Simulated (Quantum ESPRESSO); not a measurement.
# CoSi (P2_13) in Quantum ESPRESSO: equation of state, part 2 of 2

Quantum ESPRESSO 7.5. The steps go on from the part before.

**7. Single point, PBEsol, collinear spin, ferromagnetic start, 11.36 Å³/atom**

Contents of pw.in:

```
&CONTROL
  calculation = 'scf'
  prefix = 'pwscf'
  outdir = './tmp'
  pseudo_dir = './pseudo'
  tprnfor = .true.
  tstress = .true.
  disk_io = 'nowf'
/
&SYSTEM
  ibrav = 0
  nat = 8
  ntyp = 2
  ecutwfc = 56
  ecutrho = 448
  nbnd = 58
  occupations = 'smearing'
  smearing = 'fd'
  degauss = 0.00367493
  nspin = 2
  starting_magnetization(1) = 0.1176
  starting_magnetization(2) = 0
/
&ELECTRONS
  conv_thr = 1.6d-09
  electron_maxstep = 120
  mixing_beta = 0.3
/
ATOMIC_SPECIES
Co    58.9332 co_pbesol_v1.2.uspp.F.UPF
Si    28.0850 si_pbesol_v1.uspp.F.UPF
CELL_PARAMETERS angstrom
   4.4964014342    0.0000000000    0.0000000000
   0.0000000000    4.4964014342    0.0000000000
   0.0000000000    0.0000000000    4.4964014342
ATOMIC_POSITIONS crystal
Co     0.8600000000    0.6400000000    0.3600000000
Co     0.6400000000    0.3600000000    0.8600000000
Co     0.3600000000    0.8600000000    0.6400000000
Co     0.1400000000    0.1400000000    0.1400000000
Si     0.1570000000    0.3430000000    0.6570000000
Si     0.3430000000    0.6570000000    0.1570000000
Si     0.6570000000    0.1570000000    0.3430000000
Si     0.8430000000    0.8430000000    0.8430000000
K_POINTS automatic
6 6 6 0 0 0
```

Command:

```console
OMP_NUM_THREADS=1 mpirun -n 2 pw.x -nk 2 -in pw.in > pw.out
```

Run time: 3.8 min. Hardware: 2 MPI ranks of Arm Neoverse V2, shared host; peak memory 0.72 GiB.

The run converged. Its results:

- Free energy: -16758.4949 eV
- Pressure: -14.9 GPa
- Largest force: 0.114 eV/Å
- Band gap on the k mesh: none (metal or under the smearing width)
- Net moment: 0.00 μB per cell
- Absolute moment: 0.00 μB per cell
- Valence electrons inside the program's atomic spheres: Co 15.33; Si 1.73

Caveat: the starting moments collapsed, and a magnetic state may lie lower.

**8. Single point, PBEsol, collinear spin, ferromagnetic start, 11.58 Å³/atom**

Edit pw.in of step 7 so:

```diff
@@ -32,5 +32,5 @@
 CELL_PARAMETERS angstrom
-   4.4964014342    0.0000000000    0.0000000000
-   0.0000000000    4.4964014342    0.0000000000
-   0.0000000000    0.0000000000    4.4964014342
+   4.5250417059    0.0000000000    0.0000000000
+   0.0000000000    4.5250417059    0.0000000000
+   0.0000000000    0.0000000000    4.5250417059
 ATOMIC_POSITIONS crystal
```

Potentials or basis: GBRV 1.5 PBEsol.

Command:

```console
OMP_NUM_THREADS=1 mpirun -n 2 pw.x -nk 2 -in pw.in > pw.out
```

pw.out:

```text
This program is part of the open-source Quantum ESPRESSO suite
     for quantum simulation of materials; please cite
         "P. Giannozzi et al., J. Phys.:Condens. Matter 21 395502 (2009);
         "P. Giannozzi et al., J. Phys.:Condens. Matter 29 465901 (2017);
         "P. Giannozzi et al., J. Chem. Phys. 152 154105 (2020);
     in publications or presentations arising from this work. More details at

     Message from routine setup:
     using ibrav=0 with symmetry is DISCOURAGED, use correct ibrav instead

     K-points division:     npool     =       2
     Subspace diagonalization in iterative solution of the eigenvalue problem:
     a serial algorithm will be used

     G-vector sticks info
     --------------------
     sticks:   dense  smooth     PW     G-vecs:    dense   smooth      PW
     Sum        2601    1305    385               100137    35513    5695

     Using Slab Decomposition

     bravais-lattice index     =            0
     lattice parameter (alat)  =       8.5511  a.u.
     unit-cell volume          =     625.2653 (a.u.)^3
     number of atoms/cell      =            8
     number of atomic types    =            2
     number of electrons       =        84.00
     number of Kohn-Sham states=           58
     kinetic-energy cutoff     =      56.0000  Ry
     charge density cutoff     =     448.0000  Ry
     scf convergence threshold =      1.6E-09
     mixing beta               =       0.3000
     number of iterations used =            8  plain     mixing
     Exchange-correlation= SLA  PW   PSX  PSC
                           (   1   4  10   8   0   0   0)

     celldm(1)=   8.551090  celldm(2)=   0.000000  celldm(3)=   0.000000
     celldm(4)=   0.000000  celldm(5)=   0.000000  celldm(6)=   0.000000

     crystal axes: (cart. coord. in units of alat)
               a(1) = (   1.000000   0.000000   0.000000 )
               a(2) = (   0.000000   1.000000   0.000000 )
               a(3) = (   0.000000   0.000000   1.000000 )

     reciprocal axes: (cart. coord. in units 2 pi/alat)
               b(1) = (  1.000000  0.000000  0.000000 )
               b(2) = (  0.000000  1.000000  0.000000 )
               b(3) = (  0.000000  0.000000  1.000000 )

     PseudoPot. # 1 for Co read from file:
     co_pbesol_v1.2.uspp.F.UPF
     Pseudo is Ultrasoft + core correction, Zval = 17.0
     Generated by new atomic code, or converted to UPF format
     Using radial grid of  863 points,  6 beta functions with:
                l(1) =   0
                l(2) =   0
                l(3) =   1
                l(4) =   1
                l(5) =   2
                l(6) =   2
     Q(r) pseudized with  8 coefficients,  rinner =    1.200   1.200   1.200
                                                       1.200   1.200

     PseudoPot. # 2 for Si read from file:
     si_pbesol_v1.uspp.F.UPF
     Pseudo is Ultrasoft + core correction, Zval =  4.0
     Generated by new atomic code, or converted to UPF format
     Using radial grid of  899 points,  6 beta functions with:
                l(1) =   0
                l(2) =   0
                l(3) =   1
                l(4) =   1
                l(5) =   2
                l(6) =   2
     Q(r) pseudized with  8 coefficients,  rinner =    0.900   0.900   0.900
                                                       0.900   0.900

[... 467 lines left out ...]
    12.2178  12.2178  12.3800  12.3800  12.5817  12.5817  12.8216  12.8216
    13.8045  13.8045  13.9533  13.9533  14.0120  14.0120  14.1766  14.1766
    14.9604  14.9604  15.3035  15.3035  18.7817  18.7817  19.7350  19.7350
    20.7258  20.7258  21.3281  21.3281  21.5954  21.5954  22.7486  22.7486
    24.1777  24.1777

          k =-0.5000-0.5000-0.5000 (  4416 PWs)   bands (ev):

   -79.2395 -79.2395 -79.2395 -79.2395 -42.7536 -42.7536 -42.7536 -42.7536
   -42.6873 -42.6873 -42.6873 -42.6873 -42.6501 -42.6501 -42.6501 -42.6501
     6.0873   6.0873   6.0873   6.0873   8.5727   8.5727   8.5727   8.5727
    12.4414  12.4414  12.4414  12.4414  12.5819  12.5819  12.5819  12.5819
    13.9944  13.9944  13.9944  13.9944  14.1081  14.1081  14.1081  14.1081
    15.0322  15.0322  15.0322  15.0322  20.1726  20.1726  20.1726  20.1726
    20.6461  20.6461  20.6461  20.6461  22.7450  22.7450  22.7450  22.7450
    24.2728  24.2728
[... 25 lines left out ...]
   -79.2419 -79.2419 -79.2370 -79.2370 -42.7606 -42.7606 -42.7434 -42.7434
   -42.6994 -42.6994 -42.6754 -42.6754 -42.6554 -42.6554 -42.6476 -42.6476
     4.4249   4.4249   6.6836   6.6836  10.2709  10.2709  10.4962  10.4962
    11.6913  11.6913  12.0096  12.0096  12.6939  12.6939  13.2297  13.2297
    13.3279  13.3279  13.7267  13.7267  13.9383  13.9383  14.3575  14.3575
    14.9882  14.9882  16.0779  16.0779  17.2813  17.2813  17.5643  17.5643
    18.7949  18.7949  20.6455  20.6455  22.3485  22.3485  23.2391  23.2391
    24.4529  24.4529

          k =-0.1667-0.5000 0.3333 (  4404 PWs)   bands (ev):

   -79.2416 -79.2416 -79.2373 -79.2373 -42.7599 -42.7599 -42.7447 -42.7447
   -42.6981 -42.6981 -42.6767 -42.6767 -42.6547 -42.6547 -42.6476 -42.6476
     4.5914   4.5914   6.7592   6.7592   9.2154   9.2154  10.8487  10.8487
    11.6854  11.6854  12.2248  12.2248  12.6452  12.6452  13.0588  13.0588
    13.4427  13.4427  13.7830  13.7830  13.9621  13.9621  14.3211  14.3211
    14.9482  14.9482  15.8747  15.8747  17.3342  17.3342  18.5407  18.5407
    19.2420  19.2420  20.6439  20.6439  22.1074  22.1074  22.9011  22.9011
    24.2121  24.2121

 ------ SPIN DOWN ----------

          k = 0.0000 0.0000 0.0000 (  4385 PWs)   bands (ev):

   -79.2460 -79.2373 -79.2373 -79.2373 -42.7596 -42.7596 -42.7596 -42.7266
   -42.6928 -42.6928 -42.6928 -42.6631 -42.6631 -42.6509 -42.6509 -42.6509
     2.0392   7.3252   7.3252   7.3252   9.9958   9.9958   9.9958  11.6974
    11.6974  11.6974  12.2371  12.3404  12.3404  12.6652  12.6652  12.6652
    13.0582  13.0582  13.0582  14.3962  14.3962  14.3962  14.5205  14.5205
    15.2161  15.2161  15.2161  17.4630  17.4630  17.4630  17.9943  17.9943
    18.5703  18.5703  18.5703  19.9285  21.0014  21.0014  21.0014  23.2004
    23.2004  23.2004
[... 190 lines left out ...]
   -79.2406 -79.2406 -79.2384 -79.2384 -42.7567 -42.7567 -42.7498 -42.7498
   -42.6926 -42.6926 -42.6824 -42.6824 -42.6524 -42.6524 -42.6481 -42.6481
     5.5073   5.5073   6.3177   6.3177   8.5263   8.5263   9.4693   9.4693
    12.2178  12.2178  12.3800  12.3800  12.5817  12.5817  12.8216  12.8216
    13.8045  13.8045  13.9533  13.9533  14.0120  14.0120  14.1766  14.1766
    14.9604  14.9604  15.3035  15.3035  18.7817  18.7817  19.7350  19.7350
    20.7258  20.7258  21.3280  21.3280  21.5954  21.5954  22.7486  22.7486
    24.1777  24.1777

          k =-0.5000-0.5000-0.5000 (  4416 PWs)   bands (ev):

   -79.2395 -79.2395 -79.2395 -79.2395 -42.7536 -42.7536 -42.7536 -42.7536
   -42.6873 -42.6873 -42.6873 -42.6873 -42.6501 -42.6501 -42.6501 -42.6501
     6.0873   6.0873   6.0873   6.0873   8.5727   8.5727   8.5727   8.5727
    12.4414  12.4414  12.4414  12.4414  12.5819  12.5819  12.5819  12.5819
    13.9944  13.9944  13.9944  13.9944  14.1081  14.1081  14.1081  14.1081
    15.0322  15.0322  15.0322  15.0322  20.1726  20.1726  20.1726  20.1726
    20.6461  20.6461  20.6461  20.6461  22.7450  22.7450  22.7450  22.7450
    24.2728  24.4740
[... 25 lines left out ...]
   -79.2419 -79.2419 -79.2370 -79.2370 -42.7606 -42.7606 -42.7434 -42.7434
   -42.6994 -42.6994 -42.6754 -42.6754 -42.6554 -42.6554 -42.6476 -42.6476
     4.4249   4.4249   6.6836   6.6836  10.2709  10.2709  10.4962  10.4962
    11.6913  11.6913  12.0096  12.0096  12.6939  12.6939  13.2297  13.2297
    13.3279  13.3279  13.7267  13.7267  13.9383  13.9383  14.3575  14.3575
    14.9882  14.9882  16.0779  16.0779  17.2813  17.2813  17.5643  17.5643
    18.7949  18.7949  20.6455  20.6455  22.3485  22.3485  23.2391  23.2391
    24.4529  24.4529

          k =-0.1667-0.5000 0.3333 (  4404 PWs)   bands (ev):

   -79.2416 -79.2416 -79.2373 -79.2373 -42.7599 -42.7599 -42.7447 -42.7447
   -42.6981 -42.6981 -42.6767 -42.6767 -42.6547 -42.6547 -42.6476 -42.6476
     4.5914   4.5914   6.7592   6.7592   9.2154   9.2154  10.8487  10.8487
    11.6854  11.6854  12.2248  12.2248  12.6452  12.6452  13.0588  13.0588
    13.4427  13.4427  13.7830  13.7830  13.9621  13.9621  14.3211  14.3211
    14.9482  14.9482  15.8747  15.8747  17.3342  17.3342  18.5407  18.5407
    19.2420  19.2420  20.6439  20.6439  22.1074  22.1074  22.9011  22.9011
    24.2121  24.2121

     the Fermi energy is    15.2696 ev

!    total energy              =   -1231.71340904 Ry
     estimated scf accuracy    <          2.3E-11 Ry
     smearing contrib. (-TS)   =      -0.00119644 Ry
     internal energy E=F+TS    =   -1231.71221261 Ry

     The total energy is F=E-TS. E is the sum of the following terms:
     one-electron contribution =    -834.78981116 Ry
     hartree contribution      =     465.89425917 Ry
     xc contribution           =    -147.07510220 Ry
     ewald contribution        =    -715.74155842 Ry

     total magnetization       =     0.00 Bohr mag/cell
     absolute magnetization    =     0.00 Bohr mag/cell

     convergence has been achieved in  19 iterations

     Forces acting on atoms (cartesian axes, Ry/au):

     atom    1 type  1   force =    -0.00071151    0.00071151   -0.00071151
     atom    2 type  1   force =     0.00071151   -0.00071151   -0.00071151
     atom    3 type  1   force =    -0.00071151   -0.00071151    0.00071151
     atom    4 type  1   force =     0.00071151    0.00071151    0.00071151
     atom    5 type  2   force =     0.00301215   -0.00301215    0.00301215
     atom    6 type  2   force =    -0.00301215    0.00301215    0.00301215
     atom    7 type  2   force =     0.00301215    0.00301215   -0.00301215
     atom    8 type  2   force =    -0.00301215   -0.00301215   -0.00301215

     Total force =     0.010722     Total SCF correction =     0.000003

     Computing stress (Cartesian axis) and pressure

          total   stress  (Ry/bohr**3)                   (kbar)     P=     -181.39
  -0.00123309   0.00000000   0.00000000         -181.39        0.00        0.00
   0.00000000  -0.00123309   0.00000000            0.00     -181.39        0.00
   0.00000000   0.00000000  -0.00123309            0.00        0.00     -181.39

=------------------------------------------------------------------------------=
   JOB DONE.
=------------------------------------------------------------------------------=
```

Wall time 4.1 min (2 MPI ranks of Arm Neoverse V2, shared host); peak memory 0.72 GiB.

Results:

```yaml
Free_energy: -16758.3147 eV
Pressure: -18.1 GPa
Largest_force: 0.134 eV/Å
Band_gap_on_the_k_mesh: none (metal or under the smearing width)
Net_moment: 0.00 μB per cell
Absolute_moment: 0.00 μB per cell
Valence_electrons_inside_the_program's_atomic_spheres: Co 15.35; Si 1.74
```

Caveat: the starting moments collapsed, and a magnetic state may lie lower.

**9. Equation of state, PBEsol, collinear spin, ferromagnetic start**

Potentials or basis: GBRV 1.5 PBEsol.

No new run: the results of the series are fitted here.

Results:

```
Equilibrium volume                        : 10.58 Å³/atom
Bulk modulus at fixed shape and positions : 245 GPa
Pressure derivative of the bulk modulus   : 4.6
```

Energy against volume, from the lowest point:
| volume (Å³/atom) | energy (meV/atom) |
| --- | --- |
| 10.271 | 6.67 |
| 10.489 | 0.00 |
| 10.708 | 0.58 |
| 10.926 | 7.62 |
| 11.145 | 20.43 |
| 11.363 | 38.37 |
| 11.582 | 60.90 |

Caveat: the cell was scaled at fixed shape and fractional positions, which overstates the stiffness of a crystal with free parameters, most of all of layers and chains.
